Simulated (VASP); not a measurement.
# NaCl (Fm-3m) in VASP: further runs

The runs below take NaCl through relaxation of the atoms, with LDA.

All numbers are computed with VASP 6.6.1; they aren't measurements. Logs are shortened: lines on timing, memory, paths and dates and some standing lists are left out, and cuts for length are marked.

## (1) The crystal as given

It takes space group Fm-3m (No. 225, cubic). Conventional cell: a = 5.467 Å, b = 5.467 Å, c = 5.467 Å, α = 90.00°, β = 90.00°, γ = 90.00°. Around Na (site symmetry m-3m) lie 6 Cl at 2.73 Å. Cl (site symmetry m-3m) has 6 Na at 2.73 Å as nearest neighbours.

## (2) Relaxation of the atoms, LDA (a relaxed cell with its volume scaled by 0.98)

File INCAR:

```
  PREC = Accurate
  ENCUT = 600
  EDIFF = 1E-7
  ISMEAR = 0
  SIGMA = 0.03
  LREAL = False
  LASPH = True
  NELM = 80
  ALGO = Normal
  ISIF = 2
  LWAVE = False
  LCHARG = False
  GGA = CA
  IBRION = 2
  NSW = 40
  EDIFFG = -0.01
```

File KPOINTS:

```
Automatic mesh
0
Gamma
  8 8 8
```

File POSCAR:

```
NaCl                                    
1.0
   -0.0000000000      2.7151670469      2.7151670469
    2.7151670469     -0.0000000000      2.7151670469
    2.7151670469      2.7151670469      0.0000000000
  Na              Cl            
     1     1
Direct
     1.0000000000000000    0.0000000000000000    0.0000000000000000
     0.5000000000000000    0.5000000000000000    0.5000000000000000
```

Potentials or basis: VASP PAW LDA potentials, release 64 (Na_pv, Cl).

On the command line:

```bash
> cat potpaw_LDA.64/Na_pv/POTCAR potpaw_LDA.64/Cl/POTCAR > POTCAR
> mpirun -np 1 vasp_std > vasp.out
```

OUTCAR:

```text
PREC = Accurate
   ENCUT = 600
   EDIFF = 1E-7
   ISMEAR = 0
   LREAL = False
   LASPH = True
   NELM = 80
   ISIF = 2
   GGA = CA
   IBRION = 2
   NSW = 40
   EDIFFG = -0.01

 ion  position               nearest neighbor table
   1  0.000  0.000  0.000-   2 2.72   2 2.72   2 2.72   2 2.72   2 2.72   2 2.72
   2  0.500  0.500  0.500-   1 2.72   1 2.72   1 2.72   1 2.72   1 2.72   1 2.72

  LATTYP: Found a face centered cubic cell.
 ALAT       =     5.4303340938

  Lattice vectors:

 A1 = (   0.0000000000,   2.7151670469,   2.7151670469)
 A2 = (   2.7151670469,   0.0000000000,   2.7151670469)
 A3 = (   2.7151670469,   2.7151670469,   0.0000000000)

Analysis of symmetry for initial positions (statically):
=====================================================================
 Subroutine PRICEL returns:
 Original cell was already a primitive cell.

 Routine SETGRP: Setting up the symmetry group for a
 face centered cubic supercell.

 Subroutine GETGRP returns: Found 48 space group operations
 (whereof 48 operations were pure point group operations)
 out of a pool of 48 trial point group operations.

The static configuration has the point symmetry O_h .

Analysis of symmetry for dynamics (positions and initial velocities):
=====================================================================
 Subroutine PRICEL returns:
 Original cell was already a primitive cell.

 Routine SETGRP: Setting up the symmetry group for a
 face centered cubic supercell.

 Subroutine GETGRP returns: Found 48 space group operations
 (whereof 48 operations were pure point group operations)
 out of a pool of 48 trial point group operations.

The dynamic configuration has the point symmetry O_h .

 Subroutine INISYM returns: Found 48 space group operations
 (whereof 48 operations are pure point group operations),
 and found     1 'primitive' translations

----------------------------------------------------------------------------------------

                                     Primitive cell

  volume of cell :      40.0331

  direct lattice vectors                    reciprocal lattice vectors
     0.000000000  2.715167047  2.715167047    -0.184150732  0.184150732  0.184150732
     2.715167047  0.000000000  2.715167047     0.184150732 -0.184150732  0.184150732
     2.715167047  2.715167047  0.000000000     0.184150732  0.184150732 -0.184150732

  length of vectors
     3.839826062  3.839826062  3.839826062     0.318958425  0.318958425  0.318958425

  position of ions in fractional coordinates (direct lattice)
     0.000000000  0.000000000  0.000000000
     0.500000000  0.500000000  0.500000000

  ion indices of the primitive-cell ions
   primitive index   ion index
                 1           1
                 2           2

----------------------------------------------------------------------------------------

 KPOINTS: Automatic mesh

Automatic generation of k-mesh.
 Grid dimensions read from file:
 generate k-points for:    8    8    8

 Generating k-lattice:

  Cartesian coordinates                     Fractional coordinates (reciprocal lattice)
    -0.023018842  0.023018842  0.023018842     0.125000000  0.000000000  0.000000000
     0.023018842 -0.023018842  0.023018842     0.000000000  0.125000000  0.000000000
     0.023018842  0.023018842 -0.023018842     0.000000000  0.000000000  0.125000000

  Length of vectors
     0.039869803  0.039869803  0.039869803

  Shift w.r.t. Gamma in fractional coordinates (k-lattice)
     0.000000000  0.000000000  0.000000000

 Subroutine IBZKPT returns following result:
 ===========================================

 Found     29 irreducible k-points:

 Following reciprocal coordinates:
            Coordinates               Weight
  0.000000  0.000000  0.000000      1.000000
  0.125000  0.000000  0.000000      8.000000
  0.250000  0.000000  0.000000      8.000000
  0.375000  0.000000  0.000000      8.000000
  0.500000  0.000000  0.000000      4.000000
  0.125000  0.125000  0.000000      6.000000
[... 16 lines left out ...]
  0.500000  0.250000  0.125000     48.000000
 -0.375000  0.250000  0.125000     24.000000
 [... further k-points ...]
   k-points           NKPTS =     29   k-points in BZ     NKDIM =     29   number of bands    NBANDS=     11
   number of dos      NEDOS =    301   number of ions     NIONS =      2
   total plane-waves  NPLWV =  32768
   dimension x,y,z NGX =    32 NGY =   32 NGZ =   32
   dimension x,y,z NGXF=    64 NGYF=   64 NGZF=   64
   ions per type =               1   1
   NGX,Y,Z   is equivalent  to a cutoff of  13.85, 13.85, 13.85 a.u.
   NGXF,Y,Z  is equivalent  to a cutoff of  27.71, 27.71, 27.71 a.u.
 SYSTEM =  unknown system
   PREC   = accura    normal or accurate (medium, high low for compatibility)
   ISTART =      0    job   : 0-new  1-cont  2-samecut
   ICHARG =      2    charge: 1-file 2-atom 10-const
   ISPIN  =      1    spin polarized calculation?
   LNONCOLLINEAR =      F non collinear calculations
   LSORBIT =      F    spin-orbit coupling
   LASPH  =      T    aspherical Exc in radial PAW
   ENCUT  =  600.0 eV  44.10 Ry    6.64 a.u.   7.67  7.67  7.67*2*pi/ulx,y,z
   NELM   =     80;   NELMIN=  2; NELMDL= -5     # of ELM steps
   EDIFF  = 0.1E-06   stopping-criterion for ELM
   LREAL  =      F    real-space projection
   EDIFFG = -.1E-01   stopping-criterion for IOM
   NSW    =     40    number of steps for IOM
   IBRION =      2    ionic relax: 0-MD 1-quasi-New 2-CG
   NFREE  =      1    steps in history (QN), initial steepest desc. (CG)
   ISIF   =      2    stress and relaxation
   ISYM   =      2    0-nonsym 1-usesym 2-fastsym
   POTIM  = 0.5000    time-step for ionic-motion
   TEBEG  =    0.0;   TEEND  =   0.0 temperature during run
   PSTRESS=    0.0 pullay stress
   NELECT =      14.0000    total number of electrons
   NUPDOWN=      -1.0000    fix difference up-down
   EMIN   =  10.00;   EMAX   =-10.00  energy-range for DOS
   EFERMI =   0.00;   METHOD = LEGACY
   ISMEAR =     0;   SIGMA  =   0.03  broadening in eV -4-tet -1-fermi 0-gaus
   EFERMI_NEDOS =   21; number of points for ismear=-14 and -15
   IALGO  =     38    algorithm
   IMIX   =      4    mixing-type and parameters
     AMIX     =   0.40;   BMIX     =  1.00
     AMIX_MAG =   1.60;   BMIX_MAG =  1.00
  volume/ion in A,a.u.               =      20.02       135.08
  Fermi-wavevector in a.u.,A,eV,Ry     =   1.153394  2.179598 18.100066  1.330317
  Thomas-Fermi vector in A             =   2.290038
   LORBIT       =      0    0 simple, 1 ext, 2 COOP (PROOUT), +10 PAW based schemes
   GGA     = CA    functional components
   LHFCALC =     F    Hartree Fock is set to
   AEXX    =    0.0000 exact exchange contribution
   IVDW    =     0    specifies the selected vdW correction
   LEPSILON=     F    determine dielectric tensor
   LRPA    =     F    only Hartree local field effects (RPA)
 conjugate gradient relaxation of ions
 non-spin polarized calculation
 Gauss-broadening in eV      SIGMA  =   0.03
  energy-cutoff  :      600.00
  volume of cell :       40.03
 maximum number of plane-waves:      1363
   NGX = 15   NGY = 15   NGZ = 15

 number of electron      14.0000005 magnetization

 Free energy of the ion-electron system (eV)
  ---------------------------------------------------
  ext. energy  EPLUGINS =         0.00000000
  ---------------------------------------------------
  free energy    TOTEN  =        -7.38772475 eV

  energy without entropy =       -7.38772475  energy(sigma->0) =       -7.38772475

 E-fermi :  -0.0875     XC(G=0):  -9.2217

 val. band max:       -0.2312933111   @ k =   0.0000   0.0000   0.0000
 cond. band min:       4.9322483313   @ k =   0.0000   0.0000   0.0000
 fundamental gap:      5.1635416424
 Fermi energy:        -0.0875180715

 k-point     1 :       0.0000    0.0000    0.0000
  band No.  band energies     occupation
      1     -20.8344      2.00000
      2     -20.8344      2.00000
      3     -20.8344      2.00000
      4     -13.1076      2.00000
      5      -0.2313      2.00000
      6      -0.2313      2.00000
      7      -0.2313      2.00000
      8       4.9322      0.00000
      9      10.7109      0.00000
     10      10.7109      0.00000
     11      10.7109      0.00000

 k-point     2 :       0.1250    0.0000    0.0000
  band No.  band energies     occupation
      1     -20.8423      2.00000
      2     -20.8349      2.00000
      3     -20.8349      2.00000
      4     -13.0394      2.00000
      5      -0.6996      2.00000
      6      -0.2857      2.00000
      7      -0.2857      2.00000
      8       5.4931      0.00000
      9      10.1572      0.00000
     10      10.9359      0.00000
     11      10.9359      0.00000

 k-point     3 :       0.2500    0.0000    0.0000
  band No.  band energies     occupation
      1     -20.8612      2.00000
      2     -20.8362      2.00000
      3     -20.8362      2.00000
      4     -12.8686      2.00000
      5      -1.6060      2.00000
      6      -0.4117      2.00000
      7      -0.4117      2.00000
      8       6.4675      0.00000
      9       9.7415      0.00000
     10      11.1015      0.00000
     11      11.1015      0.00000
[... 267 lines left out ...]
 k-point    23 :       0.5000    0.2500    0.1250
  band No.  band energies     occupation
      1     -20.8728      2.00000
      2     -20.8476      2.00000
      3     -20.8404      2.00000
      4     -12.6259      2.00000
      5      -2.1523      2.00000
      6      -1.1071      2.00000
      7      -0.6960      2.00000
      8       7.9918      0.00000
      9       9.4214      0.00000
     10       9.6819      0.00000
     11      11.8117      0.00000

 k-point    24 :      -0.3750    0.2500    0.1250
  band No.  band energies     occupation
      1     -20.8766      2.00000
      2     -20.8484      2.00000
      3     -20.8418      2.00000
      4     -12.5691      2.00000
      5      -2.2994      2.00000
      6      -1.2068      2.00000
      7      -0.7622      2.00000
      8       8.0271      0.00000
      9       9.4046      0.00000
     10      10.2188      0.00000
     11      11.6098      0.00000

 [... further k-points ...]

------------------------ aborting loop because EDIFF is reached ----------------------------------------

  FORCE on cell =-STRESS in cart. coord.  units (eV):
  Direction    XX          YY          ZZ          XY          YZ          ZX
  --------------------------------------------------------------------------------------
  -------------------------------------------------------------------------------------
  Total        0.1661895      0.1661895      0.1661895      0.0000000     -0.0000000     -0.0000000
  in kB        6.6511139      6.6511139      6.6511139      0.0000000     -0.0000000     -0.0000000
  external PRESSURE =       6.6511139 kB  Pullay stress =       0.0000000 kB

 VOLUME and BASIS-vectors are now :
 -----------------------------------------------------------------------------
  energy-cutoff  :      600.00
  volume of cell :       40.03
      direct lattice vectors                 reciprocal lattice vectors
     0.000000000  2.715167047  2.715167047    -0.184150732  0.184150732  0.184150732
     2.715167047  0.000000000  2.715167047     0.184150732 -0.184150732  0.184150732
     2.715167047  2.715167047  0.000000000     0.184150732  0.184150732 -0.184150732

 POSITION                                       TOTAL-FORCE (eV/Angst)
 -----------------------------------------------------------------------------------
      0.00000      0.00000      0.00000        -0.000000      0.000000      0.000000
      2.71517      2.71517      2.71517         0.000000     -0.000000     -0.000000
 -----------------------------------------------------------------------------------
    total drift:                                0.000000     -0.000000     -0.000000

  FREE ENERGIE OF THE ION-ELECTRON SYSTEM (eV)
  ---------------------------------------------------
  free  energy   TOTEN  =        -7.3877247481 eV

  energy  without entropy=       -7.3877247481  energy(sigma->0) =       -7.38772475

 reached required accuracy - stopping structural energy minimisation
```

It took 5.3 s on 1 thread of Intel Xeon 6975P-C (Granite Rapids), shared host; peak memory 0.15 GiB.

What came out:

- Free energy: -7.3877 eV
- Pressure after relaxing: 0.7 GPa
- Band gap on the k mesh: 5.16 eV, direct

Final structure:
```
CELL_PARAMETERS angstrom
0.00000 2.71517 2.71517
2.71517 0.00000 2.71517
2.71517 2.71517 0.00000
ATOMIC_POSITIONS crystal
Na 0.00000 0.00000 0.00000
Cl 0.50000 0.50000 0.50000
```

Levels at points of the mesh, in eV from the valence-band top:
| k point | band 5 | band 6 | band 7 | band 8 | band 9 | band 10 |
| --- | --- | --- | --- | --- | --- | --- |
| (0.00, 0.00, 0.00) | 0.00 | 0.00 | 0.00 | 5.16 | 10.94 | 10.94 |
| (0.50, 0.00, 0.00) | -2.40 | -0.35 | -0.35 | 7.08 | 10.94 | 10.94 |
| (0.50, 0.50, 0.00) | -2.07 | -0.74 | -0.74 | 7.49 | 7.61 | 11.77 |

Caveat: the relaxation stopped at its first step, so nothing moved.

(Part 1 of 2 ends here.)
